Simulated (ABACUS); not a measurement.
# CoO (R3m) in ABACUS: a series of runs

Runs on CoO. Level: PBE. Tasks: equation of state.

Program: ABACUS 3.10.1. These are calculated values, not measurements. Logs are shortened: lines on timing, memory, paths and dates and some standing lists are left out, and cuts for length are marked.

## 1. The structure

Symmetry: R3m, No. 160, trigonal system. The conventional cell has a = 3.204 Å, b = 3.204 Å, c = 7.699 Å, α = 90.00°, β = 90.00°, γ = 120.00°. Co (site symmetry 3m) has 4 O at 1.91 to 1.96 Å as nearest neighbours. O (site symmetry 3m) has 4 Co at 1.91 to 1.96 Å as nearest neighbours.

Measurements of this composition are mostly on another form, of space group No. 225.

## 2. Equation of state, PBE, collinear spin, ferromagnetic start, 10.73 Å³/atom (volume scaled by 0.94)

INPUT

```
INPUT_PARAMETERS
suffix              CoO
calculation         scf
basis_type          lcao
pseudo_dir          ./
orbital_dir         ./
symmetry            1
dft_functional      pbe
ecutwfc             100
pseudo_rcut         10
nspin               2
nbands              17
ks_solver           genelpa
smearing_method     fd
smearing_sigma      0.00367493
scf_thr             1e-07
scf_nmax            100
mixing_type         broyden
mixing_beta         0.4
cal_force           1
cal_stress          1
out_mul             1
```

STRU

```
ATOMIC_SPECIES
Co 58.9332 Co.upf
O 15.9990 O.upf

NUMERICAL_ORBITAL
Co_confined-atom_7au_4s3p3d1f.orb
O_confined-atom_6au_3s3p2d1f.orb

LATTICE_CONSTANT
1.8897261246

LATTICE_VECTORS
1.5695123000 0.9061583489 2.5140792326
-1.5695123000 0.9061583489 2.5140792326
0.0000000000 -1.8123166978 2.5140792326

ATOMIC_POSITIONS
Direct

Co
0.0
1
0.9989783200 0.9989783200 0.9989783200 1 1 1 mag 2

O
0.0
1
0.7510210300 0.7510210300 0.7510210300 1 1 1 mag 0
```

KPT

```
K_POINTS
0
Gamma
10 10 10 0 0 0
```

Potentials or basis: PseudoDojo NC SR 0.4.1 PBE standard, TZDP LCAO (the cutoffs set its grid).

Run with:

```bash
OMP_NUM_THREADS=1 mpirun -np 4 abacus > log
```

running log:

```text
ABACUS v3.10.1

               Atomic-orbital Based Ab-initio Computation at UStc

 ------------------------------------------------------------------------------------

 READING GENERAL INFORMATION
                           global_out_dir = OUT.CoO/
                           global_in_card = INPUT
                               pseudo_dir = ./
                              orbital_dir = ./
                                    DSIZE = 4
                                    GSIZE = 1

 READING UNITCELL INFORMATION
                                    ntype = 2
                  lattice constant (Bohr) = 1.88973
              lattice constant (Angstrom) = 1

 READING ATOM TYPE 1
                               atom label = Co
                      L=0, number of zeta = 4
                      L=1, number of zeta = 3
                      L=2, number of zeta = 3
                      L=3, number of zeta = 1
             number of atom for this type = 1
               magnetization of element 1 = 2

 READING ATOM TYPE 2
                               atom label = O
                      L=0, number of zeta = 3
                      L=1, number of zeta = 3
                      L=2, number of zeta = 2
                      L=3, number of zeta = 1
             number of atom for this type = 1
               magnetization of element 2 = 0

                        TOTAL ATOM NUMBER = 2
DIRECT COORDINATES
    atom                   x                   y                   z     mag                  vx                  vy                  vz
taud_Co1            0.9989783200        0.9989783200        0.9989783200  2.0000        0.0000000000        0.0000000000        0.0000000000
taud_O1            0.7510210300        0.7510210300        0.7510210300  0.0000        0.0000000000        0.0000000000        0.0000000000

                          Volume (Bohr^3) = 144.776
                             Volume (A^3) = 21.4535

 Lattice vectors: (Cartesian coordinate: in unit of a_0)
             +1.56951           +0.906158            +2.51408
             -1.56951           +0.906158            +2.51408
                   +0            -1.81232            +2.51408
 Reciprocal vectors: (Cartesian coordinate: in unit of 2 pi/a_0)
             +0.31857           +0.183927           +0.132587
             -0.31857           +0.183927           +0.132587
                   +0           -0.367853           +0.132587
 The esolver type has been set to : ksdft_lcao

                PAO radial cut off (Bohr) = 10

 Read in pseudopotential file is Co.upf
                     pseudopotential type = NC
          exchange-correlation functional = PBE
                 nonlocal core correction = 1
                        valence electrons = 17
                                     lmax = 2
                           number of zeta = 4
                     number of projectors = 6
                           L of projector = 0
                           L of projector = 0
                           L of projector = 1
                           L of projector = 1
                           L of projector = 2
                           L of projector = 2
                PAO radial cut off (Bohr) = 10

 Read in pseudopotential file is O.upf
                     pseudopotential type = NC
          exchange-correlation functional = PBE
                 nonlocal core correction = 1
                        valence electrons = 6
                                     lmax = 2
                           number of zeta = 2
                     number of projectors = 5
                           L of projector = 0
                           L of projector = 0
                           L of projector = 1
                           L of projector = 1
                           L of projector = 2
     initial pseudo atomic orbital number = 14
 The readin total magnetization is 2

 SETUP THE ELECTRONS NUMBER
            electron number of element Co = 17
      total electron number of element Co = 17
[... 52 lines left out ...]
 SELF-CONSISTENT
 -------------------------------------------

 SETUP SEARCHING RADIUS FOR PROGRAM TO SEARCH ADJACENT ATOMS
                  longest orb rcut (Bohr) = 7
   longest nonlocal projector rcut (Bohr) = 1.7
                     search radius (Bohr) = 17.4
              searching radius is (Bohr)) = 17.4
         searching radius unit is (Bohr)) = 1.89
                         PeriodicBoundary = 1
                        Radius(unit:lat0) = 9.21
                                   glayer = [ 5, 5, 5 ]
                             glayer_minus = [ 4, 4, 4 ]

Find the coordinate range of the input atom(unit:lat0).
                                  min_tau = [ -12.6, -14.5, -24.5 ]
                                  max_tau = [ 12.6, 14.5, 37.7 ]
                                BoxNumber = [ 9, 9, 9 ]

 SETUP EXTENDED REAL SPACE GRID FOR GRID INTEGRATION
                          real space grid = [ 40, 40, 40 ]
                 big cell numbers in grid = [ 8, 8, 8 ]
             meshcell numbers in big cell = [ 5, 5, 5 ]
                        extended fft grid = [ 12, 12, 12 ]
                dimension of extened grid = [ 33, 33, 33 ]
                            UnitCellTotal = 125
              Atom number in sub-FFT-grid = 2
    Local orbitals number in sub-FFT-grid = 64
                                ParaV.nnr = 83344
                                 init_chg = atomic

 LCAO ALGORITHM --------------- ION=   1  ELEC=   1--------------------------------
          total magnetism (Bohr mag/cell) = 2.36914
       absolute magnetism (Bohr mag/cell) = 2.36915
                        nelec for spin up = 12.6846
                      nelec for spin down = 10.3154
[... 271 lines left out ...]
 Density error is 2.57357206911e-08
----------------------------------------------------------
     Energy           Rydberg                 eV
----------------------------------------------------------
 E_KohnSham     -339.0790278578      -4613.4068511670
 E_KS(sigma->0) -339.0782721579      -4613.3965693422
 E_Harris       -339.0790274242      -4613.4068452674
 E_band         -25.1493637093       -342.1746475213
 E_one_elec     -178.7740320876      -2432.3454908263
 E_Hartree      102.5353584987       1395.0651220554
 E_xc           -64.4808557233       -877.3070497522
 E_Ewald        -198.3579871458      -2698.7988689943
 E_entropy(-TS) -0.0015113998        -0.0205636496
 E_descf        0.0000000000         0.0000000000
 E_exx          0.0000000000         0.0000000000
 E_Fermi        0.9097199164         12.3773744476
----------------------------------------------------------

 charge density convergence is achieved
 final etot is -4613.4068512 eV
 EFERMI = 12.377374448 eV

 STATE ENERGY(eV) AND OCCUPATIONS    NSPIN == 2
SPIN UP :
 1/116 kpoint (Cartesian) = 0.0000 0.0000 0.0000 (604 pws)
       1       -83.9610     0.00100000
       2       -47.3438     0.00100000
       3       -47.3117     0.00100000
       4       -47.3117     0.00100000
       5       -8.16720     0.00100000
       6        5.72818     0.00100000
[... 9 lines left out ...]
      16        26.8857        0.00000
[... 82 lines left out ...]
       4       -47.3156     0.00300000
       5       -7.46672     0.00300000
       6        4.90028     0.00300000
[... 9 lines left out ...]
      16        26.3786        0.00000
      17        26.7399        0.00000

[... levels at 226 further k points ...]

-------------------------------------------------
 Total Magnetism (uB)
-------------------------------------------------
                        Co1         2.3411322750
                         O1         0.2800195002
-------------------------------------------------

 correction force for each atom along direction 1 is -0.0695397
 correction force for each atom along direction 2 is -0.0973441
 correction force for each atom along direction 3 is -4.94276e-06
------------------------------------------------------------------------------------------
 TOTAL-FORCE (eV/Angstrom)
------------------------------------------------------------------------------------------
                       Co1         0.0000000000         0.0000000000         0.3326690210
                        O1         0.0000000000         0.0000000000        -0.3326690210
------------------------------------------------------------------------------------------

----------------------------------------------------------------
 TOTAL-STRESS (KBAR)
----------------------------------------------------------------
        67.9819844141         0.0000000000        -0.0000000000
        -0.0000000000        67.9819844143        -0.0000000000
         0.0000000000         0.0000000000       135.5370470615
----------------------------------------------------------------
 TOTAL-PRESSURE: 90.500339 KBAR

 --------------------------------------------
 !FINAL_ETOT_IS -4613.4068511670011503 eV
 --------------------------------------------
```

Wall time 41 s (4 MPI ranks of AMD EPYC 7B13 (Zen 3), shared host); peak memory 0.64 GiB.

What came out:

| Property | Result |
| --- | --- |
| Free energy | -4613.4069 eV |
| Pressure | 9.1 GPa |
| Largest force | 0.333 eV/Å |
| Band gap on the k mesh | none (metal or under the smearing width) |
| Net moment | 2.62 μB per cell |
| Absolute moment | 2.63 μB per cell |
| Site moments | Co +2.34; O +0.28 μB |
| Mulliken charges | Co +0.31; O -0.31 e |

Caveat: the atomic orbitals were generated for these runs and aren't a published set; Mulliken charges move with the basis; the basis of atomic orbitals isn't converged, which shifts pressures, moduli and gaps; a cell with one magnetic atom can't hold antiferromagnetic order, which such compounds often take; semilocal functionals often make such compounds metallic where correlation or magnetic order opens a gap, which also shifts bond lengths.

## 3. Equation of state, PBE, collinear spin, ferromagnetic start, 10.96 Å³/atom (volume scaled by 0.96)

INPUT is that of step 2.

Changes to STRU since step 2:

```diff
@@ -12,5 +12,5 @@
 LATTICE_VECTORS
-1.5695123000 0.9061583489 2.5140792326
--1.5695123000 0.9061583489 2.5140792326
-0.0000000000 -1.8123166978 2.5140792326
+1.5805655677 0.9125399560 2.5317845992
+-1.5805655677 0.9125399560 2.5317845992
+0.0000000000 -1.8250799120 2.5317845992
```

KPT is that of step 2.

Potentials or basis: PseudoDojo NC SR 0.4.1 PBE standard, TZDP LCAO (the cutoffs set its grid).

Run with:

```bash
OMP_NUM_THREADS=1 mpirun -np 4 abacus > log
```

It took 40 s on 4 MPI ranks of AMD EPYC 7B13 (Zen 3), shared host; peak memory 0.68 GiB.

The run converged. Its results:

```
Free energy            : -4613.4288 eV
Pressure               : 6.3 GPa
Largest force          : 0.317 eV/Å
Band gap on the k mesh : none (metal or under the smearing width)
Net moment             : 2.74 μB per cell
Absolute moment        : 2.75 μB per cell
Site moments           : Co +2.44; O +0.30 μB
Mulliken charges       : Co +0.33; O -0.33 e
```

Caveat: the atomic orbitals were generated for these runs and aren't a published set; Mulliken charges move with the basis; the basis of atomic orbitals isn't converged, which shifts pressures, moduli and gaps; a cell with one magnetic atom can't hold antiferromagnetic order, which such compounds often take; semilocal functionals often make such compounds metallic where correlation or magnetic order opens a gap, which also shifts bond lengths.

## 4. Equation of state, PBE, collinear spin, ferromagnetic start, 11.18 Å³/atom (volume scaled by 0.98)

INPUT is that of step 3.

Changes to STRU since step 3:

```diff
@@ -12,5 +12,5 @@
 LATTICE_VECTORS
-1.5805655677 0.9125399560 2.5317845992
--1.5805655677 0.9125399560 2.5317845992
-0.0000000000 -1.8250799120 2.5317845992
+1.5914663644 0.9188335339 2.5492457344
+-1.5914663644 0.9188335339 2.5492457344
+0.0000000000 -1.8376670678 2.5492457344
```

KPT is that of step 3.

Run with:

```bash
OMP_NUM_THREADS=1 mpirun -np 4 abacus > log
```

It took 39 s on 4 MPI ranks of AMD EPYC 7B13 (Zen 3), shared host; peak memory 0.64 GiB.

Results (log left out):

```yaml
Free_energy: -4613.4428 eV
Pressure: 3.6 GPa
Largest_force: 0.299 eV/Å
Band_gap_on_the_k_mesh: none (metal or under the smearing width)
Net_moment: 2.82 μB per cell
Absolute_moment: 2.83 μB per cell
Site_moments: Co +2.50; O +0.32 μB
Mulliken_charges: Co +0.35; O -0.35 e
```

Caveat: the atomic orbitals were generated for these runs and aren't a published set; Mulliken charges move with the basis; the basis of atomic orbitals isn't converged, which shifts pressures, moduli and gaps; a cell with one magnetic atom can't hold antiferromagnetic order, which such compounds often take; semilocal functionals often make such compounds metallic where correlation or magnetic order opens a gap, which also shifts bond lengths.

## 5. Equation of state, PBE, collinear spin, ferromagnetic start, 11.41 Å³/atom

INPUT is that of step 4.

Changes to STRU since step 4:

```diff
@@ -12,5 +12,5 @@
 LATTICE_VECTORS
-1.5914663644 0.9188335339 2.5492457344
--1.5914663644 0.9188335339 2.5492457344
-0.0000000000 -1.8376670678 2.5492457344
+1.6022198417 0.9250420569 2.5664708903
+-1.6022198417 0.9250420569 2.5664708903
+0.0000000000 -1.8500841138 2.5664708903
```

KPT is that of step 4.

Run with:

```bash
OMP_NUM_THREADS=1 mpirun -np 4 abacus > log
```

It took 36 s on 4 MPI ranks of AMD EPYC 7B13 (Zen 3), shared host; peak memory 0.68 GiB.

Results (log left out):

* Free energy: -4613.4491 eV
* Pressure: 0.9 GPa
* Largest force: 0.281 eV/Å
* Band gap on the k mesh: none (metal or under the smearing width)
* Net moment: 2.88 μB per cell
* Absolute moment: 2.89 μB per cell
* Site moments: Co +2.54; O +0.33 μB
* Mulliken charges: Co +0.36; O -0.36 e

Caveat: the atomic orbitals were generated for these runs and aren't a published set; Mulliken charges move with the basis; the basis of atomic orbitals isn't converged, which shifts pressures, moduli and gaps; a cell with one magnetic atom can't hold antiferromagnetic order, which such compounds often take; semilocal functionals often make such compounds metallic where correlation or magnetic order opens a gap, which also shifts bond lengths.

## 6. Equation of state, PBE, collinear spin, ferromagnetic start, 11.64 Å³/atom (volume scaled by 1.02)

INPUT is that of step 5.

Changes to STRU since step 5:

```diff
@@ -12,5 +12,5 @@
 LATTICE_VECTORS
-1.6022198417 0.9250420569 2.5664708903
--1.6022198417 0.9250420569 2.5664708903
-0.0000000000 -1.8500841138 2.5664708903
+1.6128308784 0.9311683418 2.5834678816
+-1.6128308784 0.9311683418 2.5834678816
+0.0000000000 -1.8623366835 2.5834678816
```

KPT is that of step 5.

Potentials or basis: PseudoDojo NC SR 0.4.1 PBE standard, TZDP LCAO (the cutoffs set its grid).

Run with:

```bash
OMP_NUM_THREADS=1 mpirun -np 4 abacus > log
```

Run time: 36 s. Hardware: 4 MPI ranks of AMD EPYC 7B13 (Zen 3), shared host; peak memory 0.68 GiB.

It converged, with:

```yaml
Free_energy: -4613.4480 eV
Pressure: -1.6 GPa
Largest_force: 0.262 eV/Å
Band_gap_on_the_k_mesh: none (metal or under the smearing width)
Net_moment: 2.92 μB per cell
Absolute_moment: 2.93 μB per cell
Site_moments: Co +2.58; O +0.34 μB
Mulliken_charges: Co +0.38; O -0.38 e
```

Caveat: the atomic orbitals were generated for these runs and aren't a published set; Mulliken charges move with the basis; the basis of atomic orbitals isn't converged, which shifts pressures, moduli and gaps; a cell with one magnetic atom can't hold antiferromagnetic order, which such compounds often take; semilocal functionals often make such compounds metallic where correlation or magnetic order opens a gap, which also shifts bond lengths.

## 7. Equation of state, PBE, collinear spin, ferromagnetic start, 11.87 Å³/atom (volume scaled by 1.04)

INPUT is that of step 6.

Changes to STRU since step 6:

```diff
@@ -12,5 +12,5 @@
 LATTICE_VECTORS
-1.6128308784 0.9311683418 2.5834678816
--1.6128308784 0.9311683418 2.5834678816
-0.0000000000 -1.8623366835 2.5834678816
+1.6233040996 0.9372150589 2.6002441171
+-1.6233040996 0.9372150589 2.6002441171
+0.0000000000 -1.8744301178 2.6002441171
```

KPT is that of step 6.

Run with:

```bash
OMP_NUM_THREADS=1 mpirun -np 4 abacus > log
```

Run time: 35 s. Hardware: 4 MPI ranks of AMD EPYC 7B13 (Zen 3), shared host; peak memory 0.64 GiB.

It converged, with:

```
Free energy            : -4613.4399 eV
Pressure               : -4.0 GPa
Largest force          : 0.240 eV/Å
Band gap on the k mesh : none (metal or under the smearing width)
Net moment             : 2.95 μB per cell
Absolute moment        : 2.96 μB per cell
Site moments           : Co +2.60; O +0.35 μB
Mulliken charges       : Co +0.39; O -0.39 e
```

Caveat: the atomic orbitals were generated for these runs and aren't a published set; Mulliken charges move with the basis; the basis of atomic orbitals isn't converged, which shifts pressures, moduli and gaps; a cell with one magnetic atom can't hold antiferromagnetic order, which such compounds often take; semilocal functionals often make such compounds metallic where correlation or magnetic order opens a gap, which also shifts bond lengths.

## 8. Equation of state, PBE, collinear spin, ferromagnetic start, 12.10 Å³/atom (volume scaled by 1.06)

INPUT is that of step 7.

Changes to STRU since step 7:

```diff
@@ -12,5 +12,5 @@
 LATTICE_VECTORS
-1.6233040996 0.9372150589 2.6002441171
--1.6233040996 0.9372150589 2.6002441171
-0.0000000000 -1.8744301178 2.6002441171
+1.6336438949 0.9431847425 2.6168066281
+-1.6336438949 0.9431847425 2.6168066281
+0.0000000000 -1.8863694850 2.6168066281
```

KPT is that of step 7.

Run with:

```bash
OMP_NUM_THREADS=1 mpirun -np 4 abacus > log
```

Run time: 34 s. Hardware: 4 MPI ranks of AMD EPYC 7B13 (Zen 3), shared host; peak memory 0.64 GiB.

Results (log left out):

* Free energy: -4613.4256 eV
* Pressure: -6.1 GPa
* Largest force: 0.219 eV/Å
* Band gap on the k mesh: none (metal or under the smearing width)
* Net moment: 2.97 μB per cell
* Absolute moment: 2.98 μB per cell
* Site moments: Co +2.62; O +0.35 μB
* Mulliken charges: Co +0.39; O -0.39 e

Caveat: the atomic orbitals were generated for these runs and aren't a published set; Mulliken charges move with the basis; the basis of atomic orbitals isn't converged, which shifts pressures, moduli and gaps; a cell with one magnetic atom can't hold antiferromagnetic order, which such compounds often take; semilocal functionals often make such compounds metallic where correlation or magnetic order opens a gap, which also shifts bond lengths.

## 9. Equation of state, PBE, collinear spin, ferromagnetic start

Potentials or basis: PseudoDojo NC SR 0.4.1 PBE standard, TZDP LCAO (the cutoffs set its grid).

No new run: the results of the series are fitted here.

Results:

```
Equilibrium volume                        : 11.49 Å³/atom (rough: see the caveat)
Bulk modulus at fixed shape and positions : 127 GPa (rough)
```

Energy against volume, from the lowest point:
| volume (Å³/atom) | energy (meV/atom) |
| --- | --- |
| 10.727 | 21.14 |
| 10.955 | 10.17 |
| 11.183 | 3.18 |
| 11.411 | 0.00 |
| 11.640 | 0.54 |
| 11.868 | 4.59 |
| 12.096 | 11.76 |

Caveat: the atomic orbitals were generated for these runs and aren't a published set; the fit is doubtful: noisy points or a state that changes with volume; the cell was scaled at fixed shape and fractional positions, which overstates the stiffness of a crystal with free parameters, most of all of layers and chains; the basis of atomic orbitals isn't converged, which shifts pressures, moduli and gaps.
